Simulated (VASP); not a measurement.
Write the native input for VASP 6.6.1 that does the following.

- Task: dielectric tensor
- Functional: PBE
- Potentials or basis: VASP PAW PBE potentials, release 64 (B, As)
- Cutoff: 520 eV
- k mesh: 12 × 12 × 12
- Occupations: gaussian, width 0.02 eV
- Spin: no spin polarisation
- Further INCAR settings: ALGO = Normal; EDIFF = 1e-08

The structure of BAs lies in POSCAR:

```
BAs
1.0
    0.0000000000      2.3889000000      2.3889000000
    2.3889000000      0.0000000000      2.3889000000
    2.3889000000      2.3889000000      0.0000000000
B As
1 1
Direct
    0.0000000000      0.0000000000      0.0000000000
    0.2500000000      0.2500000000      0.2500000000
```

The cell was built by a generator and needn't be a form met in nature.

One way to write it, as run:

INCAR

```
SYSTEM = BAs
  PREC = Accurate
  ENCUT = 520
  EDIFF = 1E-8
  ISMEAR = 0
  SIGMA = 0.02
  LREAL = .False.
  LASPH = .True.
  NELM = 100
  ALGO = Normal
  ISIF = 2
  LWAVE = .False.
  LCHARG = .False.
  GGA = PE
  LEPSILON = .True.
  KPAR = 2
```

KPOINTS

```
Automatic mesh
0
Gamma
  12 12 12
  0 0 0
```

Potentials or basis: VASP PAW PBE potentials, release 64 (B, As).

Run with:

```sh
$ cat potpaw_PBE.64/B/POTCAR potpaw_PBE.64/As/POTCAR > POTCAR
$ mpirun -np 2 vasp_std > vasp.out
```

Results of the run:

The band gap on the k mesh is 1.18 eV, indirect (least direct gap 3.28 eV) and the electronic dielectric tensor (diagonal) is 9.79. The born charges (mean of the diagonal) is B -0.53; As +0.53 e.

It took 91 s on 2 MPI ranks on Intel(R) Xeon(R) Platinum 8488C (Sapphire Rapids), with other jobs on the host, peak memory 0.3 GiB a rank.
